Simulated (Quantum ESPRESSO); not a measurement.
# Habitual settings against a tight run: CsPbI₃ (Pm-3m, 5 atoms in the cell)

Self-consistent single point.

```yaml
crystal:
  lattice:
    - [6.37931, 0.00000, 0.00000]
    - [0.00000, 6.37931, 0.00000]
    - [0.00000, 0.00000, 6.37931]
  atoms:
    - { symbol: Cs, position: [0.50000, 0.50000, 0.50000] }
    - { symbol: Pb, position: [0.00000, 0.00000, 0.00000] }
    - { symbol: I, position: [0.00000, 0.00000, 0.50000] }
    - { symbol: I, position: [0.50000, 0.00000, 0.00000] }
    - { symbol: I, position: [0.00000, 0.50000, 0.00000] }
```

Level of theory: PBE, PseudoDojo standard norm-conserving (PBE) pseudopotentials (plane waves; Quantum ESPRESSO).

Base settings: ecutwfc = 70 Ry; occupations = smearing; smearing = gauss; degauss = 0.00147 Ry; potentials = {Cs: Cs.upf, Pb: Pb.upf, I: I.upf}; K_POINTS = automatic 4 4 4 1 1 1; conv_thr = 1e-09 Ry.

Tight run (finer mesh or higher cutoff; not a proven limit): ecutwfc: 70 Ry → 98 Ry; conv_thr: 1e-09 Ry → 7.3e-11 Ry; K_POINTS: automatic 4 4 4 1 1 1 → automatic 6 6 6 1 1 1. It gave top of the valence band (on the code's own zero) 2.44 eV; gap on the k-point mesh 2.20 eV; pressure 0.07 GPa.

Quick runs, as changes from the base:
- A: the base itself
- B: ecutwfc: 70 Ry → 42 Ry; K_POINTS: automatic 4 4 4 1 1 1 → automatic 3 3 3 1 1 1; potentials: PseudoDojo standard norm-conserving (LDA) [LDA (PW92)]
- C: ecutwfc: 70 Ry → 35 Ry; smearing: gauss → cold; degauss: 0.00147 Ry → 0.036749 Ry
- D: ecutwfc: 70 Ry → 35 Ry; smearing: gauss → mp; degauss: 0.00147 Ry → 0.036749 Ry; K_POINTS: automatic 4 4 4 1 1 1 → automatic 2 2 2 1 1 1; potentials: PseudoDojo standard norm-conserving (LDA) [LDA (PW92)]
- E: ecutwfc: 70 Ry → 56 Ry; K_POINTS: automatic 4 4 4 1 1 1 → automatic 2 2 2 1 1 1

Dashes: energy of B, D, another energy zero; gap of B, D, E, left out as unsure on this mesh or at this smearing.

Gaps are read on each run's own mesh, which may miss the band edges.

† marks runs with another functional, U, potentials or spin treatment: their distance from the tight run is not a convergence error alone.

The count of work is k-points × plane waves × bands × iterations; it is no time. 

The starting cell comes from a database of computed structures (which also holds hypothetical and non-ambient phases and stackings), without a prior relaxation at this level. Its lattice was rescaled by a random factor within 2.5 % of one. Spin-orbit coupling is off. The shifted mesh does not hold Γ, so a gap read on it misses any band edge there.

| run | energy less tight (meV/atom) | pressure less tight (GPa) | gap on the mesh less tight (eV) | count of work / tight |
|---|---|---|---|---|
| A | -5.9 | -0.08 | 0.682 | 0.19 |
| B† | – | -2.60 | – | 0.10 |
| C | 321.7 | -6.33 | 0.677 | 0.068 |
| D† | – | -9.01 | – | 0.015 |
| E | -100.6 | -0.83 | – | 0.034 |

Among the runs at the tight run's level, the energy misses run from 5.9 to 321.7 meV/atom.

Left out of this page: 1 run of the series outside the window shown, repeating another row's setting, or not comparable.
